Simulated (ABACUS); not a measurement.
Runs of ABACUS 3.10.1 on C. The structure is cubic, space group Fd-3m (No. 227). The conventional cell has a = 3.567 Å, b = 3.567 Å, c = 3.567 Å, α = 90.00°, β = 90.00°, γ = 90.00°. Around C (site symmetry -43m) lie 4 C at 1.54 Å. This isn't the form of C at room conditions, which is graphite.

```csv
task,level,potentials or basis,cell,k mesh,cutoff (eV),threshold of the eigensolver,path,points for each segment of the path,SCF threshold on the density,eigensolver,mesh quality,gap on the mesh (eV),pressure (GPa)
single point,TASK,"SG15 ONCV 1.2 PBE, plane waves",as given,8 × 8 × 8,1293,-,-,-,1e-08,dav,not flagged,3.80,297.0
relaxation of cell and atoms,LDA-PW92,"PseudoDojo NC SR 0.4.1 LDA stringent, plane waves",relaxed,10 × 10 × 10,1116,-,-,-,1e-08,dav,not flagged,4.24,0.0
single point,HLE16,"PseudoDojo NC SR 0.5 PBE stringent, plane waves",as given,10 × 10 × 10,1116,-,-,-,1e-08,dav,not flagged,4.92,-97.5
single point,LDA,"PseudoDojo NC SR 0.4.1 LDA standard, DZP LCAO (the cutoffs set its grid)",as given,12 × 12 × 12,1361,-,-,-,1e-07,genelpa,not flagged,(b),(a)
single point,LDA-PW92,"PseudoDojo NC SR 0.4.1 LDA stringent, plane waves",as given,10 × 10 × 10,1116,-,-,-,1e-08,dav,not flagged,4.18,-11.2
```

Alike in all rows: no spin polarisation; smearing fermi-dirac 0.05 eV.

Q: Estimate the missing entries.

A: (a) -7.2; (b) 4.17.

Caveats: the potentials were made for another functional, which shifts forces and pressure (some runs); a pressure of tens of GPa on the cell as given is suspect, and the run, the potentials or the cell itself is likely at fault (some runs); the cell as given lies far from equilibrium (some runs); the potentials were made for a functional far from this one (some runs); so large a pressure means that the cell lies far from this level's equilibrium, or that cutoff or potentials fall short (some runs); the atomic orbitals were generated for these runs and aren't a published set (some runs); the basis of atomic orbitals isn't converged, which shifts pressures, moduli and gaps (some runs).

A k mesh can miss the band edges.

Runs at the PBE level aren't shown here.
